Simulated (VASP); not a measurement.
# Mo (Im-3m) in VASP: further runs

One crystal, Mo, is run at these levels: PBE; tasks: relaxation of cell and atoms.

Everything below comes from runs of VASP 6.6.1. Logs are shortened: lines on timing, memory, paths and dates and some standing lists are left out, and cuts for length are marked.

## 1. The crystal as given

It takes space group Im-3m (No. 229, cubic). Conventional cell: a = 3.147 Å, b = 3.147 Å, c = 3.147 Å, α = 90.00°, β = 90.00°, γ = 90.00°. Mo (site symmetry m-3m) has 8 Mo at 2.73 Å as nearest neighbours.

## 2. Relaxation of cell and atoms, PBE

Contents of INCAR:

```
SYSTEM = Mo
ALGO     = Normal         ! electronic algorithm
EDIFF    = 1E-7           ! SCF threshold, eV
EDIFFG   = -0.002         ! ionic threshold
ENCUT    = 520            ! plane-wave cutoff, eV
GGA      = PE             ! functional
IBRION   = 2              ! ionic algorithm
ISIF     = 3              ! what is computed and relaxed
ISMEAR   = 0              ! smearing method
LASPH    = .True.         ! aspherical terms in the spheres
LCHARG   = .False.        ! write CHGCAR
LREAL    = .False.        ! projectors in reciprocal space
LWAVE    = .False.        ! write WAVECAR
NELM     = 60             ! most SCF steps
NSW      = 80             ! ionic steps
PREC     = Accurate       ! precision mode
SIGMA    = 0.3            ! smearing width, eV
```

Contents of KPOINTS:

```
k-points
0
Gamma
  18 18 18
  0 0 0
```

Contents of POSCAR:

```
Mo
1.0
   -1.5734150000      1.5734150000      1.5734150000
    1.5734150000     -1.5734150000      1.5734150000
    1.5734150000      1.5734150000     -1.5734150000
Mo
1
Direct
    0.0000000000      0.0000000000      0.0000000000
```

Potentials or basis: VASP PAW PBE potentials, release 64 (Mo_sv).

Run with:

```sh
cat potpaw_PBE.64/Mo_sv/POTCAR > POTCAR
mpirun -np 1 vasp_std > vasp.out
```

OUTCAR:

```text
SYSTEM = Mo
   EDIFF = 1E-7
   EDIFFG = -0.002
   ENCUT = 520
   GGA = PE
   IBRION = 2
   ISIF = 3
   ISMEAR = 0
   LASPH = .True.
   LREAL = .False.
   NELM = 60
   NSW = 80
   PREC = Accurate

 ion  position               nearest neighbor table
   1  0.000  0.000  0.000-

  LATTYP: Found a body centered cubic cell.
 ALAT       =     3.1468300000

  Lattice vectors:

 A1 = (  -1.5734150000,   1.5734150000,   1.5734150000)
 A2 = (   1.5734150000,  -1.5734150000,   1.5734150000)
 A3 = (   1.5734150000,   1.5734150000,  -1.5734150000)

Analysis of symmetry for initial positions (statically):
=====================================================================
 Subroutine PRICEL returns:
 Original cell was already a primitive cell.

 Routine SETGRP: Setting up the symmetry group for a
 body centered cubic supercell.

 Subroutine GETGRP returns: Found 48 space group operations
 (whereof 48 operations were pure point group operations)
 out of a pool of 48 trial point group operations.

The static configuration has the point symmetry O_h .

Analysis of symmetry for dynamics (positions and initial velocities):
=====================================================================
 Subroutine PRICEL returns:
 Original cell was already a primitive cell.

 Routine SETGRP: Setting up the symmetry group for a
 body centered cubic supercell.

 Subroutine GETGRP returns: Found 48 space group operations
 (whereof 48 operations were pure point group operations)
 out of a pool of 48 trial point group operations.

The dynamic configuration has the point symmetry O_h .

 Subroutine INISYM returns: Found 48 space group operations
 (whereof 48 operations are pure point group operations),
 and found     1 'primitive' translations

----------------------------------------------------------------------------------------

                                     Primitive cell

  volume of cell :      15.5808

  direct lattice vectors                    reciprocal lattice vectors
    -1.573415000  1.573415000  1.573415000     0.000000000  0.317780115  0.317780115
     1.573415000 -1.573415000  1.573415000     0.317780115  0.000000000  0.317780115
     1.573415000  1.573415000 -1.573415000     0.317780115  0.317780115  0.000000000

  length of vectors
     2.725234721  2.725234721  2.725234721     0.449408949  0.449408949  0.449408949

  position of ions in fractional coordinates (direct lattice)
     0.000000000  0.000000000  0.000000000

  ion indices of the primitive-cell ions
   primitive index   ion index
                 1           1

----------------------------------------------------------------------------------------

 KPOINTS: k-points

Automatic generation of k-mesh.
 Grid dimensions read from file:
 generate k-points for:   18   18   18

 Generating k-lattice:

  Cartesian coordinates                     Fractional coordinates (reciprocal lattice)
     0.000000000  0.017654451  0.017654451     0.055555556  0.000000000  0.000000000
     0.017654451  0.000000000  0.017654451     0.000000000  0.055555556  0.000000000
     0.017654451  0.017654451  0.000000000     0.000000000  0.000000000  0.055555556

  Length of vectors
     0.024967164  0.024967164  0.024967164

  Shift w.r.t. Gamma in fractional coordinates (k-lattice)
     0.000000000  0.000000000  0.000000000

 Subroutine IBZKPT returns following result:
 ===========================================

 Found    195 irreducible k-points:

 Following reciprocal coordinates:
            Coordinates               Weight
  0.000000  0.000000  0.000000      1.000000
  0.055556  0.000000  0.000000     12.000000
  0.111111  0.000000  0.000000     12.000000
  0.166667  0.000000  0.000000     12.000000
  0.222222  0.000000  0.000000     12.000000
  0.277778  0.000000  0.000000     12.000000
[... 16 lines left out ...]
  0.333333  0.111111 -0.000000     48.000000
  0.388889  0.111111  0.000000     48.000000
 [... further k-points ...]
   k-points           NKPTS =    195   k-points in BZ     NKDIM =    195   number of bands    NBANDS=     11
   number of dos      NEDOS =    301   number of ions     NIONS =      1
   total plane-waves  NPLWV =   8000
   dimension x,y,z NGX =    20 NGY =   20 NGZ =   20
   dimension x,y,z NGXF=    40 NGYF=   40 NGZF=   40
   ions per type =               1
   NGX,Y,Z   is equivalent  to a cutoff of  12.20, 12.20, 12.20 a.u.
   NGXF,Y,Z  is equivalent  to a cutoff of  24.40, 24.40, 24.40 a.u.
 SYSTEM =  Mo
   PREC   = accura    normal or accurate (medium, high low for compatibility)
   ISTART =      0    job   : 0-new  1-cont  2-samecut
   ICHARG =      2    charge: 1-file 2-atom 10-const
   ISPIN  =      1    spin polarized calculation?
   LNONCOLLINEAR =      F non collinear calculations
   LSORBIT =      F    spin-orbit coupling
   LASPH  =      T    aspherical Exc in radial PAW
   ENCUT  =  520.0 eV  38.22 Ry    6.18 a.u.   5.07  5.07  5.07*2*pi/ulx,y,z
   NELM   =     60;   NELMIN=  2; NELMDL= -5     # of ELM steps
   EDIFF  = 0.1E-06   stopping-criterion for ELM
   LREAL  =      F    real-space projection
   EDIFFG = -.2E-02   stopping-criterion for IOM
   NSW    =     80    number of steps for IOM
   IBRION =      2    ionic relax: 0-MD 1-quasi-New 2-CG
   NFREE  =      1    steps in history (QN), initial steepest desc. (CG)
   ISIF   =      3    stress and relaxation
   ISYM   =      2    0-nonsym 1-usesym 2-fastsym
   POTIM  = 0.5000    time-step for ionic-motion
   TEBEG  =    0.0;   TEEND  =   0.0 temperature during run
   PSTRESS=    0.0 pullay stress
   NELECT =      14.0000    total number of electrons
   NUPDOWN=      -1.0000    fix difference up-down
   EMIN   =  10.00;   EMAX   =-10.00  energy-range for DOS
   EFERMI =   0.00;   METHOD = LEGACY
   ISMEAR =     0;   SIGMA  =   0.30  broadening in eV -4-tet -1-fermi 0-gaus
   EFERMI_NEDOS =   21; number of points for ismear=-14 and -15
   IALGO  =     38    algorithm
   IMIX   =      4    mixing-type and parameters
     AMIX     =   0.40;   BMIX     =  1.00
     AMIX_MAG =   1.60;   BMIX_MAG =  1.00
  volume/ion in A,a.u.               =      15.58       105.14
  Fermi-wavevector in a.u.,A,eV,Ry     =   1.579747  2.985289 33.954710  2.495601
  Thomas-Fermi vector in A             =   2.680079
   LORBIT       =      0    0 simple, 1 ext, 2 COOP (PROOUT), +10 PAW based schemes
   GGA     = PE    functional components
   LHFCALC =     F    Hartree Fock is set to
   AEXX    =    0.0000 exact exchange contribution
   IVDW    =     0    specifies the selected vdW correction
   LEPSILON=     F    determine dielectric tensor
   LRPA    =     F    only Hartree local field effects (RPA)
 conjugate gradient relaxation of ions
 non-spin polarized calculation
 Gauss-broadening in eV      SIGMA  =   0.30
  energy-cutoff  :      520.00
  volume of cell :       15.58
 maximum number of plane-waves:       432
   NGX = 11   NGY = 11   NGZ = 11

--------------------------------------- Ionic step        1  -------------------------------------------

 number of electron      14.0000001 magnetization

 Free energy of the ion-electron system (eV)
  ---------------------------------------------------
  ext. energy  EPLUGINS =         0.00000000
  ---------------------------------------------------
  free energy    TOTEN  =       -10.94472785 eV

  energy without entropy =      -10.91425891  energy(sigma->0) =      -10.92949338

------------------------ aborting loop because EDIFF is reached ----------------------------------------

  FORCE on cell =-STRESS in cart. coord.  units (eV):
  Direction    XX          YY          ZZ          XY          YZ          ZX
  --------------------------------------------------------------------------------------
  -------------------------------------------------------------------------------------
  Total        0.4095763      0.4095763      0.4095763     -0.0000000      0.0000000      0.0000000
  in kB       42.1168153     42.1168153     42.1168153     -0.0000000      0.0000000      0.0000000
  external PRESSURE =      42.1168153 kB  Pullay stress =       0.0000000 kB

 VOLUME and BASIS-vectors are now :
 -----------------------------------------------------------------------------
  energy-cutoff  :      520.00
  volume of cell :       15.58
      direct lattice vectors                 reciprocal lattice vectors
    -1.573415000  1.573415000  1.573415000     0.000000000  0.317780115  0.317780115
     1.573415000 -1.573415000  1.573415000     0.317780115  0.000000000  0.317780115
     1.573415000  1.573415000 -1.573415000     0.317780115  0.317780115  0.000000000
[... 71 lines left out ...]
 POSITION                                       TOTAL-FORCE (eV/Angst)
 -----------------------------------------------------------------------------------
      0.00000      0.00000      0.00000        -0.000000      0.000000      0.000000
 -----------------------------------------------------------------------------------
    total drift:                                0.000000     -0.000000      0.000000

  FREE ENERGIE OF THE ION-ELECTRON SYSTEM (eV)
  ---------------------------------------------------
  free  energy   TOTEN  =       -10.9479163700 eV

  energy  without entropy=      -10.9169941701  energy(sigma->0) =      -10.93245527

--------------------------------------- Ionic step        4  -------------------------------------------

 number of electron      14.0000004 magnetization

 Free energy of the ion-electron system (eV)
  ---------------------------------------------------
  ext. energy  EPLUGINS =         0.00000000
  ---------------------------------------------------
  free energy    TOTEN  =       -10.94791732 eV

  energy without entropy =      -10.91700439  energy(sigma->0) =      -10.93246086

 E-fermi :  12.3962     XC(G=0): -13.3203

 val. band max:       12.3896989625   @ k =   0.3889   0.1111   0.0000
 cond. band min:      12.4174439781   @ k =  -0.3889   0.4444   0.2778
 fundamental gap:      0.0277450156
 Fermi energy:        12.3961751447

 k-point     1 :       0.0000    0.0000    0.0000
  band No.  band energies     occupation
      1     -48.8821      2.00000
      2     -22.1767      2.00000
      3     -22.1767      2.00000
      4     -22.1767      2.00000
      5       5.2003      2.00000
      6      11.0557      2.00000
      7      11.0557      2.00000
      8      11.0557      2.00000
      9      14.0358      0.00000
     10      14.0358      0.00000
     11      27.2076      0.00000

 k-point     2 :       0.0556    0.0000    0.0000
  band No.  band energies     occupation
      1     -48.8747      2.00000
      2     -22.2202      2.00000
      3     -22.1901      2.00000
      4     -22.1770      2.00000
      5       5.3356      2.00000
      6      10.9796      2.00000
      7      11.0437      2.00000
      8      11.1819      2.00000
      9      13.9226      0.00000
     10      14.0377      0.00000
     11      27.3089      0.00000
[... 295 lines left out ...]
 k-point    24 :       0.3889    0.1111    0.0000
  band No.  band energies     occupation
      1     -48.6303      2.00000
      2     -23.4394      2.00000
      3     -22.6440      2.00000
      4     -22.2458      2.00000
      5       7.5519      2.00000
      6       9.2066      2.00000
      7      12.3897      1.02435
      8      13.9353      0.00000
      9      15.0487      0.00000
     10      17.6954      0.00000
     11      23.9425      0.00000

 [... further k-points ...]

------------------------ aborting loop because EDIFF is reached ----------------------------------------

  FORCE on cell =-STRESS in cart. coord.  units (eV):
  Direction    XX          YY          ZZ          XY          YZ          ZX
  --------------------------------------------------------------------------------------
  -------------------------------------------------------------------------------------
  Total        0.0017677      0.0017677      0.0017677      0.0000000      0.0000000      0.0000000
  in kB        0.1789500      0.1789500      0.1789500      0.0000000      0.0000000      0.0000000
  external PRESSURE =       0.1789500 kB  Pullay stress =       0.0000000 kB

 VOLUME and BASIS-vectors are now :
 -----------------------------------------------------------------------------
  energy-cutoff  :      520.00
  volume of cell :       15.83
      direct lattice vectors                 reciprocal lattice vectors
    -1.581652996  1.581652996  1.581652996     0.000000000  0.316124966  0.316124966
     1.581652996 -1.581652996  1.581652996     0.316124966  0.000000000  0.316124966
     1.581652996  1.581652996 -1.581652996     0.316124966  0.316124966  0.000000000

 POSITION                                       TOTAL-FORCE (eV/Angst)
 -----------------------------------------------------------------------------------
     -0.00000      0.00000      0.00000         0.000000     -0.000000      0.000000
 -----------------------------------------------------------------------------------
    total drift:                                0.000000     -0.000000      0.000000

  FREE ENERGIE OF THE ION-ELECTRON SYSTEM (eV)
  ---------------------------------------------------
  free  energy   TOTEN  =       -10.9479173243 eV

  energy  without entropy=      -10.9170043884  energy(sigma->0) =      -10.93246086

 reached required accuracy - stopping structural energy minimisation
```

Run time: 43 s. Hardware: 1 thread of Intel Xeon Platinum 8488C (Sapphire Rapids), shared host; peak memory 0.15 GiB.

What came out:

```
Free energy                            : -10.9479 eV
Relaxed volume                         : 15.83 Å³/atom
Relaxed cell                           : a = 2.740 Å, b = 2.740 Å, c = 2.740 Å, α = 109.47°, β = 109.47°, γ = 109.47°
Space group after relaxing (to 0.05 Å) : Im-3m (No. 229)
Energy gained by relaxing              : 3.2 meV/atom
Ionic steps                            : 4
Pressure after relaxing                : 0.0 GPa
Band gap on the k mesh                 : none (metal or under the smearing width)
```

The path:
| step | energy change (eV) | largest force (eV/Å) | pressure (GPa) | volume (Å³) |
| --- | --- | --- | --- | --- |
| 1 | 0.0000 | 0.0000 | 4.21 | 15.58 |
| 2 | 0.0197 | 0.0000 | -10.14 | 16.52 |
| 3 | -0.0032 | 0.0000 | -0.06 | 15.83 |
| 4 | -0.0032 | 0.0000 | 0.02 | 15.83 |

Final structure:
```cif
data_structure
_symmetry_space_group_name_H-M 'P 1'
_symmetry_Int_Tables_number 1
_cell_length_a 2.7395
_cell_length_b 2.7395
_cell_length_c 2.7395
_cell_angle_alpha 109.471
_cell_angle_beta 109.471
_cell_angle_gamma 109.471
_cell_volume 15.83
loop_
_atom_site_label
_atom_site_type_symbol
_atom_site_fract_x
_atom_site_fract_y
_atom_site_fract_z
_atom_site_occupancy
Mo1 Mo 0.00000 0.00000 0.00000 1
```

Levels at points of the mesh, in eV from the Fermi level:
```
           k point  band 3  band 4  band 5  band 6  band 7  band 8  band 9  band 10  band 11
(0.00, 0.00, 0.00)  -34.57  -34.57   -7.20   -1.34   -1.34   -1.34    1.64     1.64    14.81
(0.50, 0.00, 0.00)  -35.00  -34.58   -5.25   -3.34    1.58    1.66    2.28     4.66    11.46
(0.50, 0.50, 0.50)  -35.50  -35.50   -5.34   -5.34    3.91    3.91    3.91     8.97     8.97
```

PBE usually gives volumes a little too large and moduli too small. Zero-point motion and thermal expansion aren't in these numbers.

(Continued in part 2 of 2.)
